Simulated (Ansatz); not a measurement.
# In in Ansatz: the effect of functional

Crystal: In.

```
In
1.0
     1.66964    0.96397    8.20746
    -1.66964    0.96397    8.20746
     0.00000   -1.92793    8.20746
In
3
Direct
  0.22199 0.22199 0.22199
  0.77801 0.77801 0.77801
  0.00000 0.00000 0.00000
```

This isn't the form of In at room conditions, which is tetragonal.

Alike in all runs:

```yaml
Program: Ansatz 0.2.0
Task: band structure
Potentials_or_basis: Ansatz PAW
k_mesh: 5 × 5 × 5
Occupations: fermi-dirac, width 0.05 eV
Spin: no spin polarisation
```

```csv
functional,cutoff,pressure (GPa),largest force (eV/Å)
LDA,420 eV (not typed: the program's choice for these potentials),?,?
PBEsol,420 eV (not typed: the program's choice for these potentials),-1.1,0.06
r2SCAN,500 eV (not typed: the program's choice for these potentials),0.0,0.10
```

**Question.** What does the run with functional LDA give?

**Answer.** Pressure -2.7 GPa; largest force 0.05 eV/Å.

Caveats: all runs use coarse meshes; the PAW data sets come from PBE, with cores solved anew for the run's functional, which leaves a small shift of forces and pressure.
